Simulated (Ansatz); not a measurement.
A calculation with Ansatz 0.2.0 of Cd (ASE script, structure from a POSCAR):

Contents of run.py:

```python
import json

import ase.io
import numpy as np
from ase.calculators.calculator import CalculationFailed, Calculator
from ase.stress import full_3x3_to_voigt_6_stress
from ase.units import GPa

import ansatz as az

class AnsatzCalculator(Calculator):
    implemented_properties = ["energy", "free_energy", "forces", "stress", "magmom"]

    def calculate(self, atoms, properties, system_changes):
        super().calculate(atoms, properties, system_changes)
        structure = atoms.copy()
        structure.set_constraint()
        structure.set_momenta(None)
        structure.set_masses(None)
        outcome = (
            az.Crystal.from_ase(structure)
            .calculation()
            .basis(xc_grid=2)
            .kpoints(10, 10, 5)
            .functional("blyp", dispersion="d4")
            .pseudopotentials(kind="paw")
            .scf(tolerance=2e-10)
            .occupations(method="fermi_dirac", width=0.1)
            .forces()
            .stress()
            .run(threads=2)
        )
        if not outcome.report["converged"]:
            raise CalculationFailed("SCF not converged")
        report = outcome.report
        self.results = {
            "free_energy": report["lagrangian_ev"],
            "energy": report["lagrangian_ev"],
            "forces": np.array(report["forces_ev_ang"]),
            "stress": -GPa * full_3x3_to_voigt_6_stress(report["stress_gpa"]),
            "magmom": report["magnetization_mub"],
        }

np.set_printoptions(precision=5, suppress=True, linewidth=110)
atoms = ase.io.read("POSCAR", format="vasp")
atoms.calc = AnsatzCalculator()
print(f"free energy {atoms.get_potential_energy():.6f} eV")
print("forces (eV/A)", atoms.get_forces(), sep="\n")
print("stress (GPa, Voigt, tension positive)", atoms.get_stress() / GPa, sep="\n")
print(f"moment {atoms.get_magnetic_moment():.4f} muB")
```

The input POSCAR:

```
Cd
1.0
    2.9788700000      0.0000000000      0.0000000000
   -1.4894350000      2.5797770946      0.0000000000
    0.0000000000      0.0000000000      5.6176500000
Cd
2
Direct
    0.6666666667      0.3333333333      0.7500000000
    0.3333333333      0.6666666667      0.2500000000
```

Potentials or basis: Ansatz PAW.

Launch:

```sh
$ python run.py
```

Write the same calculation in another form: native input, structure typed inline.

As run:

Contents of input.yaml:

```yaml
crystal:
  lattice:
    - [2.97887, 0.0, 0.0]
    - [-1.489435, 2.5797770946, 0.0]
    - [0.0, 0.0, 5.61765]
  atoms:
    - { symbol: Cd, position: [0.6666666667, 0.3333333333, 0.75] }
    - { symbol: Cd, position: [0.3333333333, 0.6666666667, 0.25] }
hamiltonian:
  xc: blyp
  pseudopotentials: { kind: paw }
  dispersion: d4
kpoints:
  mp_grid: { grid: [10, 10, 5] }
scf:
  occupations: { method: fermi_dirac, width: 0.1 }
output:
  forces: true
  stress: true
  eigenvalues: true
```

Potentials or basis: Ansatz PAW.

Command:

```bash
$ ansatz run input.yaml --threads 2 --pin off --max-ram 5120MiB --backend cpu --events-out ev --progress --plain --runs-dir out
```

Both were run:

|  | ASE script, structure from a POSCAR | native input, structure typed inline |
| --- | --- | --- |
| Pressure | 2.2 GPa | 2.2 GPa |

Keys that steer only the numerical path or the files written may differ.

Caveat: pairwise dispersion overbinds metals, which lowers pressure and volume; the PAW data sets come from PBE, with cores solved anew for the run's functional, which leaves a small shift of forces and pressure.
